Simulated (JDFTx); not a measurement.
Runs of JDFTx 1.7.0 (patched build) on ZrB2. It takes space group P6/mmm (No. 191, hexagonal). Conventional cell: a = 3.170 Å, b = 3.170 Å, c = 3.533 Å, α = 90.00°, β = 90.00°, γ = 120.00°. Zr (site symmetry 6/mmm) has 12 B at 2.54 Å as nearest neighbours. Around B (site symmetry -6m2) lie 3 B at 1.83 Å. 

```csv
level,U,DOS broadening,gap on the mesh (eV),pressure (GPa)
PBE+U,Zr d U = 4 eV,0.004 Ha,none,-2.5
PBE+U,Zr d U = 1 eV,0.003 Ha,none,0.0
PBE+U,Zr d U = 3 eV,0.003 Ha,none,(b)
PBE+U,Zr d U = 6 eV,0.003 Ha,none,(a)
PBE,-,0.002 Ha,none,0.8
```

Alike in all rows: task density of states; potentials or basis PseudoDojo-SR-PBE-0.5-standard with smoothed tails; no spin polarisation; cell as given; k mesh 10 × 10 × 8; cutoff (eV) 1034; smearing fermi-dirac 0.05 eV.

Fill in the values left out.

(a) -4.3; (b) -1.7.

Caveats: the empty levels aren't tightly converged; U without spin polarisation on a metal has little footing (some runs); the U is typed as a test and isn't derived for this compound (some runs).

A k mesh can miss the band edges, and the runs leave out spin-orbit coupling on Zr.

A gap of «none» marks a metal or a gap under the smearing width.
